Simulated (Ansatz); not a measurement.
**CaSe in Ansatz: the effect of functional**

Crystal: CaSe.

```
Se Ca
1.0
     0.00000    2.99490    2.99490
     2.99490    0.00000    2.99490
     2.99490    2.99490    0.00000
Se Ca
1 1
Direct
  0.50000 0.50000 0.50000
  0.00000 0.00000 0.00000
```

The cell isn't the ideal one: volume scaled by 1.04.

Alike in all runs:

| Item | Value |
| --- | --- |
| Program | Ansatz 0.2.0 |
| Task | single point |
| Potentials or basis | Ansatz PAW |
| k mesh | 8 × 8 × 8 |
| Occupations | fermi-dirac, width 0.05 eV |
| Spin | no spin polarisation |

```tsv
functional	cutoff	gap on the mesh (eV)	pressure (GPa)
LDA	420 eV (not typed: the program's choice for these potentials)	1.96	-4.7
PBEsol	420 eV (not typed: the program's choice for these potentials)	2.03	-2.8
r2SCAN	500 eV (not typed: the program's choice for these potentials)	?	?
```

Question: What does the run with functional r2SCAN give?

Answer: gap on the mesh 2.58 eV; pressure -1.4 GPa.

Caveats: the PAW data sets come from PBE, with cores solved anew for the run's functional, which leaves a small shift of forces and pressure.

A k mesh can miss the band edges.
